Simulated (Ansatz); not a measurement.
MgTe at 25 GPa: from Born charge to LO–TO splitting and polaron coupling

Level of theory: DFT LDA, scalar-relativistic, plane waves, PAW (Ansatz 0.2.0). Plane waves to 420 eV; Γ-centred k mesh 8×8×8; fixed occupations. No spin polarisation. Phonons by linear response, acoustic sum rule imposed.

The cell, relaxed at 25 GPa:
```cif
data_structure
_symmetry_space_group_name_H-M 'F-43m'
_symmetry_Int_Tables_number 216
_cell_length_a 5.7088
_cell_length_b 5.7088
_cell_length_c 5.7088
_cell_angle_alpha 90.000
_cell_angle_beta 90.000
_cell_angle_gamma 90.000
_cell_volume 186.05
loop_
_atom_site_label
_atom_site_type_symbol
_atom_site_symmetry_multiplicity
_atom_site_Wyckoff_symbol
_atom_site_fract_x
_atom_site_fract_y
_atom_site_fract_z
_atom_site_occupancy
Mg1 Mg 4 a 0.00000 0.00000 0.00000 1
Te1 Te 4 c 0.25000 0.25000 0.25000 1
```

Spin–orbit coupling is left out, which matters for heavy elements. Other phases may be more stable at this pressure.

Linear response gives ν_TO = 381.5 cm⁻¹, Born charges ±1.595 e (positive on Mg) and ε∞ = 6.102. The primitive cell holds 46.513 Å³, and the masses are 24.305 and 127.600 amu.

Problem. Find ν_LO and the static dielectric constant.

Solution. The long-wave field adds a restoring force: ω_LO² − ω_TO² = Z*²e²/(ε_vac ε∞ μV). In these units ν_LO² − ν_TO² = 4.92064×10⁷ Z*²/(μ V ε∞) cm⁻², with μ = m₁m₂/(m₁ + m₂) = 20.416 amu: 21612 cm⁻². So ν_LO = √(381.5² + 21612) = 408.8 cm⁻¹, and the run gives 408.8. Lyddane–Sachs–Teller then gives ε0 = ε∞ (ν_LO/ν_TO)² = 7.01, against 7.01 in the run (it forms both from the same three quantities, so the match checks the arithmetic only). Between ν_TO and ν_LO the dielectric function is negative and an undamped crystal reflects fully: a reststrahlen band from 24.5 to 26.2 μm.

Problem. What do the Clausius–Mossotti polarisability and the Szigeti charge come to?

Solution. With the Lorentz local field, α = (3V/4π)(ε∞ − 1)/(ε∞ + 2) = 6.99 Å³ for the pair, and e_S = 3Z*/(ε∞ + 2) = 0.59 e. The Born charge includes the electrons' response to the dipole's own local field, and e_S takes that enhancement out. The Lorentz field assumes point-like polarisable ions, a poor picture once ε∞ is this large, since the electron clouds then overlap or are shared, so both numbers are formal here.

Problem. How strongly does a slow electron couple to the LO mode?

Solution. For one isotropic parabolic band, Fröhlich's constant is α_F = (1/ε∞ − 1/ε0) √(m* Ry/ħω_LO), with Ry = 13.606 eV, ħω_LO = 50.7 meV and m* in free-electron masses: α_F = 0.0212 × 16.38 × √m* = 0.35 √m*. The band mass isn't part of this run; for m* = 0.1, 0.3 and 1 it gives 0.11, 0.19, 0.35. In weak coupling the polaron lies α_F ħω_LO below the band edge (10 meV at m* = 0.3) with a mass m*(1 + α_F/6); past α_F of about 5 or 6 that expansion fails. A semilocal functional's ε∞ tends to be too large, which taken alone lowers α_F.

This zinc-blende form isn't the usual stable structure of the compound at low pressure.